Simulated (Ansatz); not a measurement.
# InP: changes ranked by their effect on the pressure

```yaml
crystal:
  lattice:
    - [0.00000, 2.85500, 2.85500]
    - [2.85500, 0.00000, 2.85500]
    - [2.85500, 2.85500, 0.00000]
  atoms:
    - { symbol: In, position: [0.00000, 0.00000, 0.00000] }
    - { symbol: P, position: [0.50000, 0.50000, 0.50000] }
```

Atoms are numbered in the order listed.

The cell comes from COD entry 1538565, which wasn't checked; take it as a given geometry.

Level of theory: DFT, PBE, all-electron LAPW, scalar-relativistic (Ansatz 0.2.0).

Settings: a Γ-centred 11×11×11 k mesh, Fermi–Dirac smearing of 0.03 eV, basis error target 0.25 meV/atom, no spin polarisation.

Spin–orbit coupling is off unless a change turns it on.

In this reference run the pressure is -5.4 GPa (positive in compression). Each change below is made alone, on the same k mesh, with fractional coordinates held unless an atom is moved; x, y and z are the Cartesian axes.

Task: Order the changes by the shift of the pressure, most negative first.
A. volume scaled by 0.99
B. functional lda
C. volume scaled by 1.03
D. functional pbesol
E. equal xy, yz and zx engineering shear strains of +1 %
F. volume scaled by 1.02

Result: B (-4.3 GPa), D (-2.9 GPa), C (-1.2 GPa), F (-0.9 GPa), E (0.0 GPa), A (+0.5 GPa).
